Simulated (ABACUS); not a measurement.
The system is Ag.

```
Ag
1.0
    -2.04275    0.00000    2.04275
     0.00000    2.04275    2.04275
    -2.04275    2.04275    0.00000
Ag
1
Direct
  0.00000 0.00000 0.00000
```

```yaml
Program: ABACUS 3.10.1
Task: relaxation of cell and atoms
Functional: PW91
Potentials_or_basis: SSSP 1.3 efficiency PBE
Cutoff: 748 eV
Density_cutoff: 5987 eV
Basis: plane waves
k_mesh: 9 × 9 × 9
Occupations: fermi-dirac, width 0.05 eV
Spin: no spin polarisation
```

At the start: pressure 4.0 GPa; volume 17.05 Å³/atom.

Task: Where does the relaxation end?

Result: Over 3 steps the energy falls by 7.9 meV/atom and the volume is 17.71 Å³/atom (+3.9 %); space group Fm-3m (No. 225, to 0.05 Å).

Step by step:
```tsv
step	energy change (eV)	largest force (eV/Å)	pressure (GPa)	volume (Å³)
1	0.0000	0.0000	3.97	17.05
2	-0.0047	0.0000	-2.23	18.15
3	-0.0079	0.0000	0.00	17.71
```

Final structure:
```yaml
crystal:
  lattice:
    - [-2.06875, 0.00000, 2.06875]
    - [0.00000, 2.06875, 2.06875]
    - [-2.06875, 2.06875, 0.00000]
  atoms:
    - { symbol: Ag, position: [0.00000, 0.00000, 0.00000] }
```

Caveat: the potentials were made for another functional, which shifts forces and pressure.
